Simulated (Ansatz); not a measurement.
# MoTe2 (Te2Mo-type): equation of state and elastic constants

One table from this session's results is given with a row withheld; the runs are named, their logs left out.

Method: DFT r²SCAN, scalar-relativistic, plane waves, PAW, in Ansatz 0.2.0.

### Starting point

It takes space group P6_3/mmc (No. 194, hexagonal). Conventional cell: a = 3.564 Å, b = 3.564 Å, c = 14.720 Å, α = 90.00°, β = 90.00°, γ = 120.00°. Around Te (site symmetry 3m) lie 3 Mo at 2.73 Å. Around Mo (site symmetry -6m2) lie 6 Te at 2.73 Å.

Structure file:

```cif
data_structure
_symmetry_space_group_name_H-M 'P6_3/mmc'
_symmetry_Int_Tables_number 194
_cell_length_a 3.5637
_cell_length_b 3.5637
_cell_length_c 14.7197
_cell_angle_alpha 90.000
_cell_angle_beta 90.000
_cell_angle_gamma 120.000
_cell_volume 161.89
loop_
_atom_site_label
_atom_site_type_symbol
_atom_site_symmetry_multiplicity
_atom_site_Wyckoff_symbol
_atom_site_fract_x
_atom_site_fract_y
_atom_site_fract_z
_atom_site_occupancy
Te1 Te 4 f 0.33333 0.66667 0.62844 1
Mo1 Mo 2 c 0.33333 0.66667 0.25000 1
```

An earlier run at r²SCAN left this cell at 26.982 Å³/atom and 0.02 GPa (8×8×2 mesh).

Volume factors to run: 0.980, 1.020, 0.960, 1.040, 1.070.

Set-up of the first run:

input.yaml reads:

```yaml
crystal:
  lattice:
    - [3.5397617269, 0.0, 0.0]
    - [-1.7698808634, 3.0655235788, 0.0]
    - [0.0, 0.0, 14.6209142348]
  atoms:
    - { symbol: Te, position: [0.3333333333, 0.6666666667, 0.6284395073] }
    - { symbol: Te, position: [0.6666666667, 0.3333333333, 0.1284395073] }
    - { symbol: Te, position: [0.3333333333, 0.6666666667, 0.8715604927] }
    - { symbol: Te, position: [0.6666666667, 0.3333333333, 0.3715604927] }
    - { symbol: Mo, position: [0.3333333333, 0.6666666667, 0.25], spin: 0.05 }
    - { symbol: Mo, position: [0.6666666667, 0.3333333333, 0.75], spin: 0.05 }
basis:
  ecutwfc: 500
  ecutrho_ratio: 4
kpoints:
  mp_grid: { grid: [8, 8, 2] }
hamiltonian:
  xc: r2scan
scf:
  occupations: { method: gaussian, width: 0.05 }
output:
  forces: true
  stress: true
  eigenvalues: true
  populations: true
magnetization:
  spin_polarized: true
relax:
  f_tol: 0.01
  max_steps: 40
  cell: { stress_tol: 0.1, fix: [volume] }
```

On the command line:

```sh
$ ansatz run input.yaml --threads 4 --pin off --max-ram 7168MiB --backend cpu --events-out ev --progress --plain --runs-dir out
```

Steps of the session up to this table: At 0.980 of the relaxed volume; Scaling the volume by 1.020; Volume × 0.960; At 1.040 of the relaxed volume; Scaling the volume by 1.070.

One table of the session follows, with a row left open; its other results are not shown here.

It belongs to the step «Energy and pressure against volume». 

```
volume (Å³/atom)  energy (meV/atom)  pressure (GPa)  gap (eV)
          25.903               3.15            1.02      1.00
          26.442               0.74            0.44      1.07
          26.982               0.00            0.02      1.12
          27.522                  ?               ?         ?
          28.061               1.69           -0.44      1.23
          28.871               4.34           -0.55      1.27
```

**Question.** Estimate the row for volume (Å³/atom) = 27.522.

Worked estimate for «energy (meV/atom)». A straight line through the neighbours (26.982, 0.00) and (28.061, 1.69) gives 0.00 + (1.69 − 0.00) × (27.522 − 26.982) / (28.061 − 26.982) = 0.85; a parabola fitted to 4 rows on both sides gives 0.51.

As computed: energy (meV/atom): 0.45; pressure (GPa): -0.26; gap (eV): 1.19. In «energy (meV/atom)» the line misses by +0.40 and the parabola by +0.06.

Caveats from the session: Warnings in the runs' records: seeded moment not kept, stability check not made.
